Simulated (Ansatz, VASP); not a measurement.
One calculation of Cd, two programs

The input INCAR:

```
PREC     = Accurate       # precision mode
ENCUT    = 520            # plane-wave cutoff, eV
EDIFF    = 1E-6           # SCF threshold, eV
ISMEAR   = -1             # smearing method
SIGMA    = 0.1            # smearing width, eV
LREAL    = F              # projectors in reciprocal space
LASPH    = T              # aspherical terms in the spheres
NELM     = 60             # most SCF steps
ALGO     = Fast           # electronic algorithm
ISIF     = 2              # what is computed and relaxed
LWAVE    = F              # write WAVECAR
LCHARG   = F              # write CHGCAR
GGA      = PE             # functional
NBANDS   = 12             # bands
```

The input KPOINTS:

```
Automatic mesh
0
Gamma
  12 12 12
```

Contents of POSCAR:

```
Cd
1.0
    1.7040530000      0.9838370000      2.1958530000
   -1.7040530000      0.9838370000      2.1958530000
    0.0000000000     -1.9676740000      2.1958530000
Cd
1
Direct
    0.0000000000      0.0000000000      0.0000000000
```

Input for Ansatz:

```yaml
crystal:
  lattice:
    - [1.704053, 0.983837, 2.195853]
    - [-1.704053, 0.983837, 2.195853]
    - [0.0, -1.967674, 2.195853]
  atoms:
    - { symbol: Cd, position: [0.0, 0.0, 0.0] }
  symmetry: { tolerance: 0.0003 }
kpoints:
  mp_grid: { grid: [12, 12, 12], shift: [0, 0, 0] }
  band_path:
    path:
      - [0.0, 0.0, 0.0]
      - [0.5, 0.5, 0.5]
      - [0.69950507, 0.30049493, 0.5]
      - [0.5, -0.30049493, 0.30049493]
      - [0.5, 0.0, 0.0]
      - [0.0, 0.0, 0.0]
      - [0.40024746, -0.40024746, 0.0]
      - [0.59975254, 0.0, 0.40024746]
      - [0.5, 0.0, 0.5]
      - [0.0, 0.0, 0.0]
    npoints: 6
magnetization:
  spin_polarized: false
scf:
  occupations: { method: fermi_dirac }
  lower_state_search: "off"
  max_iter: 200
hamiltonian:
  pseudopotentials: { kind: paw }
  xc: pbe
basis:
  ecutwfc: 420
  fft_grid_basis: typed
output:
  forces: true
  stress: true
  eigenvalues: true
  bader: true
  populations: true
  elf: true
  write_potential: true
  volumetric_format: npy
  dos:
    e_range: [-12, 8]
    de: 0.05
    projected: { site_lists: { Cd: [Cd] } }
checkpoint:
  read: saved_state
```

Alike in both runs: task single point; functional PBE; k mesh 12 × 12 × 12; no spin polarisation.

|  | VASP | Ansatz |
| --- | --- | --- |
| version | VASP 6.6.1 | Ansatz 0.2.0 |
| potentials or method | VASP PAW PBE potentials, release 64 (Cd) | PAW plane waves |
| plane-wave cutoff (eV) | 520 | 420 |
| occupations | fermi-dirac, width 0.1 eV | fermi-dirac |
| valence electrons in the cell | 12 | 20 |

VASP gave:

- pressure (GPa): 4.5
- largest component of the traceless stress (GPa): 4.27

Which values does Ansatz return?

Pressure (GPa): 4.1; largest component of the traceless stress (GPa): 4.15.

The two sets of potentials don't hold the same shells in valence. Ansatz warned: «structure_snapped_to_symmetry».
